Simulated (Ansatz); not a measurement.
**What a strained CdTe layer does to its nuclei**

Cell: an entry of the Crystallography Open Database (COD), whose atoms a relaxation with PBE at fixed cell left in place.

```xyz
2
Lattice="0.0000 3.1400 3.1400 3.1400 0.0000 3.1400 3.1400 3.1400 0.0000" Properties=species:S:1:pos:R:3 pbc="T T T"
Cd    0.0000    0.0000    0.0000
Te    1.5700    1.5700    1.5700
```

Sites (sets of like atoms) are named by element and the number of their first atom in this list.

Method: Kohn–Sham DFT in Ansatz, PBE, plane waves and PAW, scalar-relativistic, 420 eV cutoff, Γ-centred 12×12×12 k-points, Fermi–Dirac smearing 0.02 eV.

The cell is stretched along z (the third Cartesian axis of the run's cell), x and y held, and the ions relax again each time.

```
strain along z (%)  Cd: V along z (10²¹ V/m²)  Te: V along z (10²¹ V/m²)
                -3                       0.90                      -1.82
                -2                          ?                          ?
                -1                       0.29                      -0.61
                 0                       0.00                       0.00
                +1                      -0.29                       0.62
                +2                      -0.57                       1.24
                +3                      -0.84                       1.86
```

Q: Estimate the row at -2 % from the others.

A: Cd: 0.60; Te: -1.22. Worked for Cd: a straight line through the other 6 rows has a slope of -0.290 × 10²¹ V/m² per per cent of strain and gives 0.59 at -2 %, against 0.60 from the run, so the response is nearly linear here. Worked for Te: a straight line through the other 6 rows has a slope of 0.614 × 10²¹ V/m² per per cent of strain and gives -1.22 at -2 %, against -1.22 from the run, so the response is nearly linear here. Without strain Cd and Te sit on a cubic site without a gradient, so the whole gradient comes from the strain.

At this cell the PBE pressure is 8 GPa, so with PBE the cell would grow if it were relaxed.
